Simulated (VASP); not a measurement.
Pr:

```xyz
1
Lattice="3.6494 0.0000 0.0000 1.8247 3.1605 0.0000 1.8247 1.0535 2.9797" Properties=species:S:1:pos:R:3 pbc="T T T"
Pr    0.0000    0.0000    0.0000
```

This isn't the form of Pr at room conditions, which is double hcp.

| Item | Value |
| --- | --- |
| Program | VASP 6.6.1 |
| Task | relaxation of cell and atoms |
| Functional | SCAN |
| Dispersion | D4 |
| Potentials or basis | VASP PAW PBE potentials, release 64 (Pr_3), 4f in core |
| Cutoff | 600 eV |
| k mesh | 9 × 9 × 9 |
| Occupations | methfessel-paxton, width 0.1 eV |
| Spin | collinear spin, ferromagnetic start |
| Starting moments | [2.0] μB |
| Hubbard terms | Pr f U = 5 eV |

At the start: pressure 1.4 GPa; volume 34.37 Å³/atom.

**Question.** How do energy, volume and symmetry change on relaxing?

**Answer.** Over 3 steps the energy falls by 5.8 meV/atom and the volume is 35.74 Å³/atom (+4.0 %); space group Fm-3m (No. 225, to 0.05 Å); moment 0.01 μB per cell.

Step by step:
```
step  energy change (eV)  largest force (eV/Å)  pressure (GPa)  volume (Å³)
   1              0.0000                0.0000            1.37        34.37
   2             -0.0057                0.0000           -0.10        35.85
   3             -0.0058                0.0000           -0.02        35.74
```

Final structure:
```
Pr
1.0
     3.69730    0.00000    0.00000
     1.84865    3.20195    0.00000
     1.84865    1.06732    3.01883
Pr
1
Direct
  0.00000 0.00000 0.00000
```

Caveat: the magnetic or orbital state may not be the lowest; U is put on an f shell that these potentials keep in the core, so it has next to no effect; the PAW data sets were made with another functional, which shifts forces and pressure a little; pairwise dispersion overbinds metals, which lowers pressure and volume.
